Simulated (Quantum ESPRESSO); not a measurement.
# Nb (P-1) in Quantum ESPRESSO: projected density of states with vdW-DF3-opt1

Aim: the projected density of states of Nb with vdW-DF3-opt1.

All numbers are computed with Quantum ESPRESSO 7.5; they aren't measurements. Logs are shortened: lines on timing, memory, paths and dates and some standing lists are left out, and cuts for length are marked.

## Step 1: Starting point

The typed cell holds 2 atoms: a = 3.328 Å, b = 3.328 Å, c = 3.328 Å, α = 90.00°, β = 90.00°, γ = 90.00°.

This isn't the form of Nb at room conditions, which is bcc.

## Step 2: Projected density of states, vdW-DF3-opt1

The input, pw.in:

```
&CONTROL
  calculation = 'scf'
  prefix = 'pwscf'
  outdir = './tmp'
  pseudo_dir = './pseudo'
  tprnfor = .true.
  tstress = .true.
  disk_io = 'low'
/
&SYSTEM
  ibrav = 0
  nat = 2
  ntyp = 1
  ecutwfc = 82
  nbnd = 20
  input_dft = 'vdw-df3-opt1'
  occupations = 'smearing'
  smearing = 'fd'
  degauss = 0.00734986
/
&ELECTRONS
  conv_thr = 4d-10
  electron_maxstep = 120
  mixing_beta = 0.5
/
ATOMIC_SPECIES
Nb    92.9064 Nb.upf
CELL_PARAMETERS angstrom
   0.0000000000   -3.3279000000    0.0000000000
  -3.3279000000    0.0000000000    0.0000000000
   0.0000000000    0.0000000000   -3.3279000000
ATOMIC_POSITIONS crystal
Nb     0.4451964400    0.4883135200    0.4704438000
Nb     0.0548035600    0.0116864800    0.0295562000
K_POINTS automatic
6 6 6 0 0 0
```

The input, nscf.in:

```
&CONTROL
  calculation = 'nscf'
  prefix = 'pwscf'
  outdir = './tmp'
  pseudo_dir = './pseudo'
  disk_io = 'low'
/
&SYSTEM
  ibrav = 0
  nat = 2
  ntyp = 1
  ecutwfc = 82
  nbnd = 20
  input_dft = 'vdw-df3-opt1'
  occupations = 'tetrahedra_opt'
/
&ELECTRONS
  conv_thr = 1d-08
  electron_maxstep = 120
  mixing_beta = 0.5
/
ATOMIC_SPECIES
Nb    92.9064 Nb.upf
CELL_PARAMETERS angstrom
   0.0000000000   -3.3279000000    0.0000000000
  -3.3279000000    0.0000000000    0.0000000000
   0.0000000000    0.0000000000   -3.3279000000
ATOMIC_POSITIONS crystal
Nb     0.4451964400    0.4883135200    0.4704438000
Nb     0.0548035600    0.0116864800    0.0295562000
K_POINTS automatic
9 9 9 0 0 0
```

The input, projwfc.in:

```
&PROJWFC
  prefix = 'pwscf'
  outdir = './tmp'
  filpdos = 'p'
  Emin = 2
  Emax = 27
  DeltaE = 0.05
/
```

Potentials or basis: PseudoDojo 0.5 SR PBE standard.

Command:

```sh
$ OMP_NUM_THREADS=1 pw.x -in pw.in > pw.out
$ OMP_NUM_THREADS=1 pw.x -in nscf.in > nscf.out
$ OMP_NUM_THREADS=1 projwfc.x -in projwfc.in > projwfc.out
```

pw.out:

```text
This program is part of the open-source Quantum ESPRESSO suite
     for quantum simulation of materials; please cite
         "P. Giannozzi et al., J. Phys.:Condens. Matter 21 395502 (2009);
         "P. Giannozzi et al., J. Phys.:Condens. Matter 29 465901 (2017);
         "P. Giannozzi et al., J. Chem. Phys. 152 154105 (2020);
     in publications or presentations arising from this work. More details at

     IMPORTANT: XC functional enforced from input :
     Exchange-correlation= VDW-DF3-OPT1
                           (   1   4  45   0   3   0   0)
     Any further DFT definition will be discarded
     Please, verify this is what you really want

     Message from routine setup:
     using ibrav=0 with symmetry is DISCOURAGED, use correct ibrav instead

     G-vector sticks info
     --------------------
     sticks:   dense  smooth     PW     G-vecs:    dense   smooth      PW
     Sum        1041    1041    305                24885    24885    4067

     Using Slab Decomposition

     bravais-lattice index     =            0
     lattice parameter (alat)  =       6.2888  a.u.
     unit-cell volume          =     248.7181 (a.u.)^3
     number of atoms/cell      =            2
     number of atomic types    =            1
     number of electrons       =        26.00
     number of Kohn-Sham states=           20
     kinetic-energy cutoff     =      82.0000  Ry
     charge density cutoff     =     328.0000  Ry
     scf convergence threshold =      4.0E-10
     mixing beta               =       0.5000
     number of iterations used =            8  plain     mixing
     Exchange-correlation= VDW-DF3-OPT1
                           (   1   4  45   0   3   0   0)

     celldm(1)=   6.288820  celldm(2)=   0.000000  celldm(3)=   0.000000
     celldm(4)=   0.000000  celldm(5)=   0.000000  celldm(6)=   0.000000

     crystal axes: (cart. coord. in units of alat)
               a(1) = (   0.000000  -1.000000   0.000000 )
               a(2) = (  -1.000000   0.000000   0.000000 )
               a(3) = (   0.000000   0.000000  -1.000000 )

     reciprocal axes: (cart. coord. in units 2 pi/alat)
               b(1) = ( -0.000000 -1.000000 -0.000000 )
               b(2) = ( -1.000000 -0.000000 -0.000000 )
               b(3) = ( -0.000000 -0.000000 -1.000000 )

     PseudoPot. # 1 for Nb read from file:
     Nb.upf
     Pseudo is Norm-conserving + core correction, Zval = 13.0
     Generated using ONCVPSP code by D. R. Hamann
     Using radial grid of 1680 points,  6 beta functions with:
                l(1) =   0
                l(2) =   0
                l(3) =   1
                l(4) =   1
                l(5) =   2
                l(6) =   2

     atomic species   valence    mass     pseudopotential
     Nb               13.00    92.90640     Nb( 1.00)

      2 Sym. Ops., with inversion, found ( 1 have fractional translation)

   Cartesian axes

     site n.     atom                  positions (alat units)
         1        Nb     tau(   1) = (  -0.4883135  -0.4451964  -0.4704438  )
         2        Nb     tau(   2) = (  -0.0116865  -0.0548036  -0.0295562  )

     number of k points=   112  Fermi-Dirac smearing, width (Ry)=  0.0073

     Number of k-points >= 100: set verbosity='high' to print them.

     Dense  grid:    24885 G-vectors     FFT dimensions: (  40,  40,  40)

     Initial potential from superposition of free atoms

     starting charge      25.9954, renormalised to      26.0000

     %%%%%%%%%%%%%%%%%%%%%%%%%%%%%%%%%%%%%%%%%%%%%%%%%%%%%%%%%%%%%%%%%%%%%%%%
     %                                                                      %
     % You are using vdW-DF, which was implemented by the Thonhauser group. %
     % Please cite the following two papers that made this development      %
     % possible and the two reviews that describe the various versions:     %
     %                                                                      %
     %   T. Thonhauser et al., PRL 115, 136402 (2015).                      %
     %   T. Thonhauser et al., PRB 76, 125112 (2007).                       %
     %   K. Berland et al., Rep. Prog. Phys. 78, 066501 (2015).             %
     %   D.C. Langreth et al., J. Phys.: Condens. Matter 21, 084203 (2009). %
     %                                                                      %
     % If you are calculating stress with vdW-DF, please also cite:         %
     %                                                                      %
     %   R. Sabatini et al., J. Phys.: Condens. Matter 24, 424209 (2012).   %
     %                                                                      %
     %%%%%%%%%%%%%%%%%%%%%%%%%%%%%%%%%%%%%%%%%%%%%%%%%%%%%%%%%%%%%%%%%%%%%%%%

     %%%%%%%%%%%%%%%%%%%%%%%%%%%%%%%%%%%%%%%%%%%%%%%%%%%%%%%%%%%%%%%%%%%%%%%%
     %                                                                      %
     %  vdW-DF NEWS:                                                        %
     %                                                                      %
     %  * vdW-DF3 is now available. DOI: 10.1021/acs.jctc.0c00471           %
     %    use with input_dft = 'vdW-DF3-opt1' or 'vdW-DF3-opt2'             %
     %                                                                      %
     %  * Unscreened and range-separated hybrid vdW-DF-cx functionals       %
     %    DOI: 10.1063/1.4986522 and 10.1088/1361-648X/ac2ad2               %
     %    use with input_dft = 'vdW-DF-cx0'    and 'vdW-DF-ahcx'            %
     %  * Unscreened and range-separated hybrid vdW-DF2-b86r functionals    %
     %    DOI: 10.1063/1.4986522 and DOI: 10.1103/PhysRevX.12.041003        %
     %    use with input_dft = 'vdW-DF2-br0' and 'vdW-DF2-ahbr'             %
     %                                                                      %
     %%%%%%%%%%%%%%%%%%%%%%%%%%%%%%%%%%%%%%%%%%%%%%%%%%%%%%%%%%%%%%%%%%%%%%%%

     Starting wfcs are   20 randomized atomic wfcs

     Self-consistent Calculation

     iteration #  1     ecut=    82.00 Ry     beta= 0.50
     Davidson diagonalization with overlap
     ethr =  1.00E-02,  avg # of iterations =  3.8

     Threshold (ethr) on eigenvalues was too large:
     Diagonalizing with lowered threshold

     Davidson diagonalization with overlap
     ethr =  5.59E-04,  avg # of iterations =  1.7

     total energy              =    -249.15252955 Ry
     estimated scf accuracy    <       0.15877820 Ry

     iteration #  2     ecut=    82.00 Ry     beta= 0.50
     Davidson diagonalization with overlap
     ethr =  6.11E-04,  avg # of iterations =  2.2

     total energy              =    -249.17051483 Ry
     estimated scf accuracy    <       0.00774365 Ry

     iteration #  3     ecut=    82.00 Ry     beta= 0.50
     Davidson diagonalization with overlap
     ethr =  2.98E-05,  avg # of iterations =  3.7

     total energy              =    -249.17139408 Ry
     estimated scf accuracy    <       0.00071420 Ry

     iteration #  4     ecut=    82.00 Ry     beta= 0.50
     Davidson diagonalization with overlap
     ethr =  2.75E-06,  avg # of iterations =  2.5

     total energy              =    -249.17143607 Ry
     estimated scf accuracy    <       0.00004290 Ry

     iteration #  5     ecut=    82.00 Ry     beta= 0.50
     Davidson diagonalization with overlap
     ethr =  1.65E-07,  avg # of iterations =  1.8

     total energy              =    -249.17143888 Ry
     estimated scf accuracy    <       0.00000176 Ry

     iteration #  6     ecut=    82.00 Ry     beta= 0.50
     Davidson diagonalization with overlap
     ethr =  6.79E-09,  avg # of iterations =  2.7

     total energy              =    -249.17143926 Ry
     estimated scf accuracy    <       0.00000019 Ry

     iteration #  7     ecut=    82.00 Ry     beta= 0.50
     Davidson diagonalization with overlap
     ethr =  7.33E-10,  avg # of iterations =  2.0

     total energy              =    -249.17143930 Ry
     estimated scf accuracy    <       0.00000003 Ry

     iteration #  8     ecut=    82.00 Ry     beta= 0.50
     Davidson diagonalization with overlap
     ethr =  1.05E-10,  avg # of iterations =  2.0

     total energy              =    -249.17143930 Ry
     estimated scf accuracy    <          7.1E-10 Ry

     iteration #  9     ecut=    82.00 Ry     beta= 0.50
     Davidson diagonalization with overlap
     ethr =  2.75E-12,  avg # of iterations =  2.1

     End of self-consistent calculation

     Number of k-points >= 100: set verbosity='high' to print the bands.

     the Fermi energy is    17.4736 ev

!    total energy              =    -249.17143930 Ry
     estimated scf accuracy    <          2.6E-11 Ry
     smearing contrib. (-TS)   =      -0.00624550 Ry
     internal energy E=F+TS    =    -249.16519381 Ry

     The total energy is F=E-TS. E is the sum of the following terms:
     one-electron contribution =     -35.09432728 Ry
     hartree contribution      =      32.07862175 Ry
     xc contribution           =     -52.35948499 Ry
     ewald contribution        =    -193.79000328 Ry

     convergence has been achieved in   9 iterations

     Forces acting on atoms (cartesian axes, Ry/au):

     atom    1 type  1   force =    -0.02132902   -0.08572006   -0.05502739
     atom    2 type  1   force =     0.02132902    0.08572006    0.05502739

     Total force =     0.147179     Total SCF correction =     0.000002

     Computing stress (Cartesian axis) and pressure

          total   stress  (Ry/bohr**3)                   (kbar)     P=       -0.07
   0.00019330  -0.00000454  -0.00000460           28.44       -0.67       -0.68
  -0.00000454  -0.00029468  -0.00001709           -0.67      -43.35       -2.51
  -0.00000460  -0.00001709   0.00009998           -0.68       -2.51       14.71

=------------------------------------------------------------------------------=
   JOB DONE.
=------------------------------------------------------------------------------=
```

Run time: 5.1 min. Hardware: 1 thread of Intel Xeon 6975P-C (Granite Rapids), shared host; peak memory 0.39 GiB.

Results:

* Free energy: -3390.1501 eV
* Pressure: 0.0 GPa
* Largest force: 2.676 eV/Å
* Band gap on the k mesh: none (metal or under the smearing width)

Forces in eV/Å, atoms in the order of the input:
```
Nb  -0.548 -2.204 -1.415
Nb   0.548  2.204  1.415
```

States per cell in windows of 1 eV (zero at the Fermi level; states under -8 eV left out):
```tsv
from (eV)	total	Nb#1 d wfc3	Nb#2 d wfc3	Nb#1 s wfc4	Nb#2 s wfc4	Nb#1 p wfc2	Nb#2 p wfc2
-8.0	0.00	0.00	0.00	0.00	0.00	0.00	0.00
-7.0	0.00	0.00	0.00	0.00	0.00	0.00	0.00
-6.0	0.07	0.00	0.00	0.03	0.03	0.00	0.00
-5.0	0.23	0.01	0.01	0.09	0.09	0.00	0.00
-4.0	1.63	0.58	0.58	0.20	0.20	0.01	0.01
-3.0	2.45	1.07	1.07	0.12	0.12	0.02	0.02
-2.0	2.94	1.39	1.39	0.05	0.05	0.02	0.02
-1.0	2.72	1.21	1.21	0.11	0.11	0.02	0.02
0.0	1.87	0.80	0.80	0.07	0.07	0.01	0.01
1.0	1.28	0.58	0.58	0.03	0.03	0.00	0.00
2.0	1.92	0.91	0.91	0.03	0.03	0.00	0.00
3.0	3.39	1.57	1.57	0.08	0.08	0.00	0.00
4.0	1.87	0.85	0.85	0.05	0.05	0.00	0.00
5.0	1.35	0.51	0.51	0.11	0.11	0.00	0.00
6.0	0.82	0.17	0.17	0.13	0.13	0.00	0.00
7.0	0.71	0.07	0.07	0.11	0.11	0.00	0.00
```

Caveat: the k mesh is coarse; the potentials were made for another functional, which shifts forces and pressure.

## Step 3: For comparison

An earlier run on the cell as given: functional PBE; potentials or basis SSSP 1.3 efficiency PBE; cutoff 748 eV; density cutoff 5987 eV; k mesh 8 × 8 × 8; occupations fermi-dirac, width 0.05 eV; no spin polarisation.

- Pressure: 4.6 GPa
- Largest force: 2.982 eV/Å
- Band gap on the k mesh: none (metal or under the smearing width)
